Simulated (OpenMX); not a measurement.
Ge, 2 atoms in the cell. The structure is monoclinic, space group C2/m (No. 12). The conventional cell has a = 6.929 Å, b = 4.001 Å, c = 4.001 Å, α = 90.00°, β = 125.26°, γ = 90.00°. Around Ge (site symmetry m) lie 4 Ge at 2.41 to 2.49 Å.  The cell isn't the ideal one: atom 1 moved by [0.0, -0.0354, -0.0354] A.

```yaml
Program: OpenMX 3.8.5
Task: single point
Functional: PBE
Potentials_or_basis: OpenMX 2013 PBE set, Ge7.0-s2p2d1, grid cutoff 420 Ry
k_mesh: 7 × 7 × 7
Occupations: fermi-dirac, width 0.05 eV
Spin: no spin polarisation
Mixing_scheme: rmm-diisk
SCF_threshold: 1e-08 Ha
Solver: band
Max_SCF_cycles: 100
```

Potentials or basis: OpenMX 2013 PBE set, Ge7.0-s2p2d1, grid cutoff 420 Ry.

Launch:

```console
$ openmx Ge.dat -nt 1 > Ge.std
```

Hardware: 1 thread of Intel(R) Xeon(R) Platinum 8375C CPU @ 2.90GHz (Ice Lake), on a shared host.

**Question.** Estimate the wall time of this run.

**Answer.** Run time: 49 s on 1 thread of Intel(R) Xeon(R) Platinum 8375C CPU @ 2.90GHz (Ice Lake), on a shared host, peak memory 0.54 GiB. Counts: k points 172, basis 26, scf iterations 16.
